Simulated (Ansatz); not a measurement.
## Calculated ¹⁷⁹Hf nuclear quadrupole resonance for HfO2

Cell: an entry of the Crystallography Open Database (COD), ions relaxed with PBE at fixed cell.

Space group Pbca (No. 61); a = 5.0598, b = 10.0172, c = 5.2276 Å.

| site | Wyckoff | site symmetry | x | y | z |
| --- | --- | --- | --- | --- | --- |
| Hf | 8c | 1 | 0.7451 | 0.8845 | 0.9649 |
| O9 | 8c | 1 | 0.8705 | 0.7907 | 0.6240 |
| O17 | 8c | 1 | 0.5029 | 0.9764 | 0.2617 |

One atom of each set is listed.

Method: Kohn–Sham DFT in Ansatz, PBE, plane waves and PAW, with spin–orbit coupling, 420 eV cutoff, Γ-centred 5×3×5 k-points, Fermi–Dirac smearing 0.02 eV.

¹⁷⁹Hf: I = 9/2, Q = 3793 mb (year-2017 value). Static lattice, zero field.

(1) The simulated lines lie at 62.6, 84.4, 131.7, 147.0, 176.8 MHz. What are |C_Q|, η and |V_zz| at Hf?

## Answers

(1) For I = 9/2 and η = 0 the lines are |C_Q|/24 times 1, 2, 3 and 4; η shifts the lowest up most. At large η the states mix, and weaker lines appear at sums of the main ones; lines under 5 % of the strongest are left out. Here |C_Q| = 1065 MHz, η = 0.24 and |V_zz| = 11.62 × 10²¹ V/m². The calculation gives V_zz positive; the lines don't show the sign. The site has 7 O at 2.04–2.22 Å.

At this cell the PBE pressure is 5 GPa, so with PBE the cell would grow if it were relaxed.
